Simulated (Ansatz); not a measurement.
Pb in Ansatz: the effect of functional

Pb:

```
Pb
1.0
     3.43297    0.00000    0.00000
    -1.71648    2.97304    0.00000
     0.00000    0.00000    5.51445
Pb
2
Direct
  0.66667 0.33333 0.75000
  0.33333 0.66667 0.25000
```

This isn't the form of Pb at room conditions, which is fcc.

The cell isn't the ideal one: volume scaled by 0.96.

Alike in all runs:

```yaml
Program: Ansatz 0.2.0
Task: single point
Potentials_or_basis: Ansatz PAW
k_mesh: 9 × 9 × 5
Occupations: fermi-dirac, width 0.05 eV
Spin: no spin polarisation
```

| functional | cutoff | pressure (GPa) |
| --- | --- | --- |
| LDA | 420 eV (not typed: the program's choice for these potentials) | 1.6 |
| PBEsol | 420 eV (not typed: the program's choice for these potentials) | ? |
| r2SCAN | 500 eV (not typed: the program's choice for these potentials) | 5.4 |

What does the run with functional PBEsol give?

Pressure 3.4 GPa.

Caveats: the PAW data sets come from PBE, with cores solved anew for the run's functional, which leaves a small shift of forces and pressure.

Runs at the PBE level aren't shown here.
